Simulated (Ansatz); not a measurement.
# Ta: one contact scaled

The task here is to estimate one member of a computed series from the others.

Method: DFT PBE, with the methods named in each step, in Ansatz 0.2.0.

## Starting point

Symmetry: Fd-3m, No. 227, cubic system. Conventional cell: a = 5.680 Å, b = 5.680 Å, c = 5.680 Å, α = 90.00°, β = 90.00°, γ = 90.00°. Ta (site symmetry -43m) has 4 Ta at 2.46 Å in its first shell of neighbours.

Coordinates:

```xyz
2
Lattice="0.0000 2.8398 2.8398 2.8398 0.0000 2.8398 2.8398 2.8398 0.0000" Properties=species:S:1:pos:R:3 pbc="T T T"
Ta   -0.7099   -0.7099   -0.7099
Ta    0.7099    0.7099    0.7099
```

Atoms are numbered in the order of the input: Ta1, Ta2.

Set-up of the first run:

Input file input.yaml:

```yaml
crystal:
  lattice:
    - [0.0, 2.839791114, 2.839791114]
    - [2.839791114, 0.0, 2.839791114]
    - [2.839791114, 2.839791114, 0.0]
  atoms:
    - { symbol: Ta, position: [-0.125, -0.125, -0.125] }
    - { symbol: Ta, position: [0.125, 0.125, 0.125] }
kpoints:
  mp_grid: { grid: [9, 9, 9] }
scf:
  occupations: { method: fermi_dirac, width: 0.05 }
hamiltonian:
  xc: pbe
  pseudopotentials: { kind: paw }
output:
  forces: true
  stress: true
  eigenvalues: true
  populations: true
  write_density: true
  write_potential: true
  elf: true
  volumetric_format: npy
```

Started as:

```sh
> ansatz run input.yaml --threads 1 --pin off --max-ram 2048MiB --backend cpu --events-out ev --progress --plain --runs-dir out
```

Among the steps run: Shortest bond scaled by 1, PAW; Shortest bond scaled by 0.94, PAW; Shortest bond scaled by 0.88, PAW; Shortest bond scaled by 0.82, PAW; Shortest bond scaled by 0.64, PAW; Shortest bond scaled by 0.64, PAW (level accurate).

One table of the session follows, with a row left open; its other results are not shown here.

```
              method  length (Å)  F from the given length (eV/cell)  force along the bond (eV/Å)  pressure (GPa)  largest force (eV/Å)
                 PAW       1.574                                  ?                            ?               ?                     ?
                 PAW       2.017                              1.065                        8.883           31.94                 8.883
                 PAW       2.164                              0.235                        3.029           24.49                 3.029
                 PAW       2.312                              0.013                        0.382           21.70                 0.382
                 PAW       2.459                              0.000                        0.000           21.56                 0.000
PAW (level accurate)       1.574                                  –                       82.381          153.82                82.381
```

Q: Estimate the row for PAW, 1.574 from the others.

As computed: F from the given length (eV/cell): 17.463; force along the bond (eV/Å): 94.931; pressure (GPa): 177.07; largest force (eV/Å): 94.931.
